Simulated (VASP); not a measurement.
Input of a VASP 6.6.1 run:

The input INCAR:

```
  ALGO = Normal
  EDIFF = 1E-6
  ENCUT = 520
  GGA = PE
  ISIF = 2
  ISMEAR = 0
  LASPH = T
  LCHARG = T
  LELF = T
  LREAL = F
  LVHAR = T
  LWAVE = F
  NBANDS = 15
  NELM = 100
  PREC = Accurate
  SIGMA = 0.05
```

The input KPOINTS:

```
k-points
0
Gamma
  8 8 8
```

The input POSCAR:

```
BaTe
1.0
    0.0000000000      3.8277882743      2.7062463099
    3.8277882743      0.0000000000      2.7062463099
    3.8277882743      3.8277882743      0.0000000000
Ba Te
1 1
Direct
    0.0000000000      0.0000000000      0.0000000000
    0.5000000000      0.5000000000      0.5000000000
```

Potentials or basis: VASP PAW PBE potentials, release 64 (Ba_sv, Te).

Launch:

```bash
$ cat potpaw_PBE.64/Ba_sv/POTCAR potpaw_PBE.64/Te/POTCAR > POTCAR
$ mpirun -np 1 vasp_std > vasp.out
```

(1) What does it give for the pressure?

(2) Predict the band gap on the k mesh.

Answers

(1) 19.8 GPa.

(2) none (metal or under the smearing width).

Caveat: so large a pressure means that the cell lies far from this level's equilibrium, or that cutoff or potentials fall short.
